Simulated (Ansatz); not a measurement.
**Li: a prediction, then the measurements**

These are results of DFT PBE, scalar-relativistic, plane waves, PAW (Ansatz 0.2.0), not measurements.

Plane waves to 420 eV, a k mesh through Γ of 24×24×24 on the computed 1-atom cell and Gaussian smearing (0.10 eV); no spin polarisation.

Relaxed structure:

```cif
data_structure
_symmetry_space_group_name_H-M 'P 1'
_symmetry_Int_Tables_number 1
_cell_length_a 2.9738
_cell_length_b 2.9738
_cell_length_c 2.9738
_cell_angle_alpha 109.473
_cell_angle_beta 109.473
_cell_angle_gamma 109.473
_cell_volume 20.24
loop_
_atom_site_label
_atom_site_type_symbol
_atom_site_fract_x
_atom_site_fract_y
_atom_site_fract_z
_atom_site_occupancy
Li1 Li 0.00000 0.00000 0.00000 1
```

```json
{
  "Space group": "Im-3m (No. 229)",
  "Volume per atom": "20.24 Å³",
  "Energy over the standard state (uncorrected)": "-0.001 eV/atom",
  "Kohn–Sham band gap": "none (metal)",
  "Density of states at the Fermi level": "0.5 states/eV per cell"
}
```

**Against measurements.**

Against the measured lattice constant a of Li, 3.49 Å (a printed reference work (data compilation)), the calculated 3.434 Å is off by -1.6 %. The calculation is for 0 K without zero-point motion.

The cell was reached from a generator's guess, though it ends in a space group that the Crystallography Open Database lists for this formula.
